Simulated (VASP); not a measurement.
# Sb (Fm-3m) in VASP: further runs, part 2 of 2

VASP 6.6.1. The steps go on from the part before.

## 3. Single point, r2SCAN

Contents of INCAR:

```
SYSTEM = Sb
  PREC = Accurate
  ENCUT = 450
  EDIFF = 1E-6
  ISMEAR = -5
  SIGMA = 0.05
  LREAL = .FALSE.
  LASPH = .TRUE.
  NELM = 100
  ALGO = Normal
  ISIF = 2
  LWAVE = .FALSE.
  LCHARG = .FALSE.
  METAGGA = R2SCAN
  LMIXTAU = .TRUE.
  NBANDS = 8
  ADDGRID = .FALSE.
```

Contents of KPOINTS:

```
regular mesh
0
G
  7 7 7
  0 0 0
```

Contents of POSCAR:

```
Sb
1.0
    0.0000000000      2.3712425216      2.3712425216
    2.3712425216      0.0000000000      2.3712425216
    2.3712425216      2.3712425216      0.0000000000
Sb
1
Direct
    0.0000000000      0.0000000000      0.0000000000
```

Potentials or basis: VASP PAW PBE potentials, release 64 (Sb).

Command:

```
$ cat potpaw_PBE.64/Sb/POTCAR > POTCAR
$ mpirun -np 1 vasp_std > vasp.out
```

OUTCAR:

```text
SYSTEM = Sb
   PREC = Accurate
   ENCUT = 450
   EDIFF = 1E-6
   ISMEAR = -5
   LREAL = .FALSE.
   LASPH = .TRUE.
   NELM = 100
   ISIF = 2
   METAGGA = R2SCAN

 Found     20 irreducible k-points:

 Following reciprocal coordinates:
            Coordinates               Weight
  0.000000  0.000000  0.000000      1.000000
  0.142857  0.000000  0.000000      8.000000
  0.285714  0.000000  0.000000      8.000000
  0.428571  0.000000  0.000000      8.000000
  0.142857  0.142857  0.000000      6.000000
  0.285714  0.142857  0.000000     24.000000
   k-points           NKPTS =     20   k-points in BZ     NKDIM =     20   number of bands    NBANDS=      8
   number of dos      NEDOS =    301   number of ions     NIONS =      1
   total plane-waves  NPLWV =  13824
   dimension x,y,z NGX =    24 NGY =   24 NGZ =   24
   dimension x,y,z NGXF=    48 NGYF=   48 NGZF=   48
   ions per type =               1
   NGX,Y,Z   is equivalent  to a cutoff of  11.90, 11.90, 11.90 a.u.
   NGXF,Y,Z  is equivalent  to a cutoff of  23.80, 23.80, 23.80 a.u.
 SYSTEM =  Sb
   PREC   = accura    normal or accurate (medium, high low for compatibility)
   ISTART =      0    job   : 0-new  1-cont  2-samecut
   ICHARG =      2    charge: 1-file 2-atom 10-const
   ISPIN  =      1    spin polarized calculation?
   LNONCOLLINEAR =      F non collinear calculations
   LSORBIT =      F    spin-orbit coupling
   LASPH  =      T    aspherical Exc in radial PAW
   ENCUT  =  450.0 eV  33.07 Ry    5.75 a.u.   5.80  5.80  5.80*2*pi/ulx,y,z
   NELM   =    100;   NELMIN=  2; NELMDL= -5     # of ELM steps
   EDIFF  = 0.1E-05   stopping-criterion for ELM
   LREAL  =      F    real-space projection
   EDIFFG = 0.1E-04   stopping-criterion for IOM
   NSW    =      0    number of steps for IOM
   IBRION =     -1    ionic relax: 0-MD 1-quasi-New 2-CG
   NFREE  =      0    steps in history (QN), initial steepest desc. (CG)
   ISIF   =      2    stress and relaxation
   ISYM   =      2    0-nonsym 1-usesym 2-fastsym
   POTIM  = 0.5000    time-step for ionic-motion
   TEBEG  =    0.0;   TEEND  =   0.0 temperature during run
   PSTRESS=    0.0 pullay stress
   NELECT =       5.0000    total number of electrons
   NUPDOWN=      -1.0000    fix difference up-down
   EMIN   =  10.00;   EMAX   =-10.00  energy-range for DOS
   EFERMI =   0.00;   METHOD = LEGACY
   ISMEAR =    -5;   SIGMA  =   0.05  broadening in eV -4-tet -1-fermi 0-gaus
   EFERMI_NEDOS =   21; number of points for ismear=-14 and -15
   IALGO  =     38    algorithm
   IMIX   =      4    mixing-type and parameters
     AMIX     =   0.40;   BMIX     =  1.00
     AMIX_MAG =   1.60;   BMIX_MAG =  1.00
  volume/ion in A,a.u.               =      26.67       179.95
  Fermi-wavevector in a.u.,A,eV,Ry     =   0.937013  1.770697 11.945820  0.877993
  Thomas-Fermi vector in A             =   2.064081
   LORBIT       =      0    0 simple, 1 ext, 2 COOP (PROOUT), +10 PAW based schemes
   METAGGA = R2SCAN    functional components
   LHFCALC =     F    Hartree Fock is set to
   AEXX    =    0.0000 exact exchange contribution
   IVDW    =     0    specifies the selected vdW correction
   LEPSILON=     F    determine dielectric tensor
   LRPA    =     F    only Hartree local field effects (RPA)
 non-spin polarized calculation
 Fermi weights with tetrahedron method with Bloechl corrections
  energy-cutoff  :      450.00
  volume of cell :       26.67
 maximum number of plane-waves:       592
   NGX = 11   NGY = 11   NGZ = 11

 number of electron       5.0000000 magnetization

 Free energy of the ion-electron system (eV)
  ---------------------------------------------------
  ext. energy  EPLUGINS =         0.00000000
  ---------------------------------------------------
  free energy    TOTEN  =       -25.24091958 eV

  energy without entropy =      -25.24091958  energy(sigma->0) =      -25.24091958

 E-fermi :   8.6415     XC(G=0): -10.8737

 val. band max:        9.1204038458   @ k =   0.4286   0.4286   0.0000
 cond. band min:       8.3305717985   @ k =   0.4286   0.2857   0.1429
 fundamental gap:     -0.7898320473
 Fermi energy:         8.6415061198

 k-point     1 :       0.0000    0.0000    0.0000
  band No.  band energies     occupation
      1      -5.0606      2.00000
      2      14.3139      0.00000
      3      14.3139      0.00000
      4      14.3139      0.00000
      5      19.0570      0.00000
      6      19.0570      0.00000
      7      19.0570      0.00000
      8      19.5923      0.00000

 k-point     2 :       0.1429    0.0000    0.0000
  band No.  band energies     occupation
      1      -4.6288      2.00000
      2      11.1973     -0.15151
      3      13.8037      0.00000
      4      13.8037      0.00000
      5      17.8559      0.00000
      6      19.8138      0.00000
      7      19.8138      0.00000
      8      21.9076      0.00000

 k-point     3 :       0.2857    0.0000    0.0000
  band No.  band energies     occupation
      1      -3.3589      2.00000
      2       6.7163      2.04068
      3      13.0044      0.00000
      4      13.0044      0.00000
      5      17.3943      0.00000
      6      19.2175      0.00000
      7      19.2175      0.00000
      8      20.6895      0.00000

 k-point     4 :       0.4286    0.0000    0.0000
  band No.  band energies     occupation
      1      -1.5044      2.00000
      2       3.1274      2.00000
      3      12.5288      0.00000
      4      12.5288      0.00000
      5      17.3905      0.00000
      6      18.3064      0.00000
      7      18.3064      0.00000
      8      19.3098      0.00000

 k-point     5 :       0.1429    0.1429    0.0000
  band No.  band energies     occupation
      1      -4.4842      2.00000
      2      12.3999     -0.38340
      3      12.5441      0.00000
      4      12.5441      0.00000
      5      16.4159      0.00000
      6      18.9953      0.00000
      7      21.3360      0.00000
      8      21.3360      0.00000

 k-point     6 :       0.2857    0.1429    0.0000
  band No.  band energies     occupation
      1      -3.4892      2.00000
      2       8.3714      1.47697
      3      11.5700     -0.06432
      4      11.9491      0.00000
      5      16.3534      0.00000
      6      18.0753      0.00000
      7      21.4068      0.00000
      8      21.7227      0.00000

 [... further k-points ...]

------------------------ aborting loop because EDIFF is reached ----------------------------------------

  FORCE on cell =-STRESS in cart. coord.  units (eV):
  Direction    XX          YY          ZZ          XY          YZ          ZX
  --------------------------------------------------------------------------------------
  -------------------------------------------------------------------------------------
  Total        0.2804331      0.2804331      0.2804331     -0.0000000      0.0000000     -0.0000000
  in kB       16.8493053     16.8493053     16.8493053     -0.0000000      0.0000000     -0.0000000
  external PRESSURE =      16.8493053 kB  Pullay stress =       0.0000000 kB

 VOLUME and BASIS-vectors are now :
 -----------------------------------------------------------------------------
  energy-cutoff  :      450.00
  volume of cell :       26.67
      direct lattice vectors                 reciprocal lattice vectors
     0.000000000  2.371242522  2.371242522    -0.210859916  0.210859916  0.210859916
     2.371242522  0.000000000  2.371242522     0.210859916 -0.210859916  0.210859916
     2.371242522  2.371242522  0.000000000     0.210859916  0.210859916 -0.210859916

 POSITION                                       TOTAL-FORCE (eV/Angst)
 -----------------------------------------------------------------------------------
      0.00000      0.00000      0.00000        -0.000000     -0.000000     -0.000000
 -----------------------------------------------------------------------------------
    total drift:                                0.000000      0.000000     -0.000000

  FREE ENERGIE OF THE ION-ELECTRON SYSTEM (eV)
  ---------------------------------------------------
  free  energy   TOTEN  =       -25.2409195828 eV

  energy  without entropy=      -25.2409195828  energy(sigma->0) =      -25.24091958
```

OSZICAR:

```text
N       E                     dE             d eps       ncg     rms          rms(c)
DAV:   1    -0.168016069810E+02   -0.16802E+02   -0.18040E+03   328   0.383E+02
DAV:   2    -0.257679621472E+02   -0.89664E+01   -0.87618E+01   448   0.530E+01
DAV:   3    -0.258581770532E+02   -0.90215E-01   -0.89472E-01   392   0.611E+00
[... 12 lines left out ...]
DAV:  16    -0.252409125002E+02    0.59297E-05   -0.18829E-06   424   0.116E-02    0.198E-03
DAV:  17    -0.252409140209E+02   -0.15207E-05   -0.10984E-07   168   0.296E-03    0.819E-04
DAV:  18    -0.252409177324E+02   -0.37114E-05   -0.26723E-07   160   0.367E-03    0.528E-04
DAV:  19    -0.252409198214E+02   -0.20891E-05   -0.40073E-08   160   0.209E-03    0.449E-04
DAV:  20    -0.252409195828E+02    0.23861E-06   -0.12546E-08   160   0.104E-03
   1 F= -.25240920E+02 E0= -.25240920E+02  d E =0.000000E+00
```

Run time: 28 s. Hardware: 1 thread of Intel Xeon Platinum 8559C (Emerald Rapids), shared host; peak memory 0.13 GiB.

These settings aren't checked as converged: the numbers below hold their error.

Results:

- Free energy: -25.2409 eV
- Pressure: 1.7 GPa
- Band gap on the k mesh: none (metal or under the smearing width)

Caveat: the PAW data sets were made with another functional, which shifts forces and pressure a little; tetrahedron occupations give inexact forces and stress in metals.

## 4. Single point, r2SCAN

INCAR: that of step 3 with these lines changed.

```diff
@@ -2,5 +2,5 @@
   PREC = Accurate
-  ENCUT = 450
+  ENCUT = 550
   EDIFF = 1E-6
-  ISMEAR = -5
+  ISMEAR = 0
   SIGMA = 0.05
```

KPOINTS is that of step 3.

POSCAR is that of step 3.

Potentials or basis: VASP PAW PBE potentials, release 64 (Sb).

Command:

```
$ cat potpaw_PBE.64/Sb/POTCAR > POTCAR
$ mpirun -np 1 vasp_std > vasp.out
```

OUTCAR:

```text
SYSTEM = Sb
   PREC = Accurate
   ENCUT = 550
   EDIFF = 1E-6
   ISMEAR = 0
   LREAL = .FALSE.
   LASPH = .TRUE.
   NELM = 100
   ISIF = 2
   METAGGA = R2SCAN

 Found     20 irreducible k-points:

 Following reciprocal coordinates:
            Coordinates               Weight
  0.000000  0.000000  0.000000      1.000000
  0.142857  0.000000  0.000000      8.000000
  0.285714  0.000000  0.000000      8.000000
  0.428571  0.000000  0.000000      8.000000
  0.142857  0.142857  0.000000      6.000000
  0.285714  0.142857  0.000000     24.000000
   k-points           NKPTS =     20   k-points in BZ     NKDIM =     20   number of bands    NBANDS=      8
   number of dos      NEDOS =    301   number of ions     NIONS =      1
   total plane-waves  NPLWV =  21952
   dimension x,y,z NGX =    28 NGY =   28 NGZ =   28
   dimension x,y,z NGXF=    56 NGYF=   56 NGZF=   56
   ions per type =               1
   NGX,Y,Z   is equivalent  to a cutoff of  13.88, 13.88, 13.88 a.u.
   NGXF,Y,Z  is equivalent  to a cutoff of  27.76, 27.76, 27.76 a.u.
 SYSTEM =  Sb
   PREC   = accura    normal or accurate (medium, high low for compatibility)
   ISTART =      0    job   : 0-new  1-cont  2-samecut
   ICHARG =      2    charge: 1-file 2-atom 10-const
   ISPIN  =      1    spin polarized calculation?
   LNONCOLLINEAR =      F non collinear calculations
   LSORBIT =      F    spin-orbit coupling
   LASPH  =      T    aspherical Exc in radial PAW
   ENCUT  =  550.0 eV  40.42 Ry    6.36 a.u.   6.41  6.41  6.41*2*pi/ulx,y,z
[... 61 lines left out ...]
      2      14.2984      0.00000
      3      14.2984      0.00000
      4      14.2984      0.00000
      5      19.0335      0.00000
      6      19.0335      0.00000
      7      19.0335      0.00000
      8      19.6126      0.00000
[... 45 lines left out ...]
 k-point     6 :       0.2857    0.1429    0.0000
  band No.  band energies     occupation
      1      -3.5050      2.00000
      2       8.3562      0.60712
      3      11.5541      0.00000
      4      11.9359      0.00000
      5      16.3461      0.00000
      6      18.0638      0.00000
      7      21.3844      0.00000
      8      21.6973      0.00000

 [... further k-points ...]

------------------------ aborting loop because EDIFF is reached ----------------------------------------

  FORCE on cell =-STRESS in cart. coord.  units (eV):
  Direction    XX          YY          ZZ          XY          YZ          ZX
  --------------------------------------------------------------------------------------
  -------------------------------------------------------------------------------------
  Total       -0.0236639     -0.0236639     -0.0236639     -0.0000000      0.0000000     -0.0000000
  in kB       -1.4218009     -1.4218009     -1.4218009     -0.0000000      0.0000000     -0.0000000
  external PRESSURE =      -1.4218009 kB  Pullay stress =       0.0000000 kB

 VOLUME and BASIS-vectors are now :
 -----------------------------------------------------------------------------
  energy-cutoff  :      550.00
  volume of cell :       26.67
      direct lattice vectors                 reciprocal lattice vectors
     0.000000000  2.371242522  2.371242522    -0.210859916  0.210859916  0.210859916
     2.371242522  0.000000000  2.371242522     0.210859916 -0.210859916  0.210859916
     2.371242522  2.371242522  0.000000000     0.210859916  0.210859916 -0.210859916

 POSITION                                       TOTAL-FORCE (eV/Angst)
 -----------------------------------------------------------------------------------
      0.00000      0.00000      0.00000        -0.000000      0.000000     -0.000000
 -----------------------------------------------------------------------------------
    total drift:                                0.000000      0.000000     -0.000000

  FREE ENERGIE OF THE ION-ELECTRON SYSTEM (eV)
  ---------------------------------------------------
  free  energy   TOTEN  =       -25.2110829740 eV

  energy  without entropy=      -25.2056357096  energy(sigma->0) =      -25.20835934
```

Wall time 36 s (1 thread of Intel Xeon Platinum 8559C (Emerald Rapids), shared host); peak memory 0.16 GiB.

These settings aren't checked as converged: the numbers below hold their error.

What came out:

```
Free energy            : -25.2111 eV
Pressure               : -0.1 GPa
Band gap on the k mesh : none (metal or under the smearing width)
```

Caveat: the PAW data sets were made with another functional, which shifts forces and pressure a little.

## 5. For comparison

An earlier run on the cell as given: functional PBEsol; potentials or basis VASP PAW PBE potentials, release 64 (Sb); cutoff 520 eV; k mesh 10 × 10 × 10; occupations fermi-dirac, width 0.05 eV; no spin polarisation.

- Pressure: -1.2 GPa
- Band gap on the k mesh: none (metal or under the smearing width)
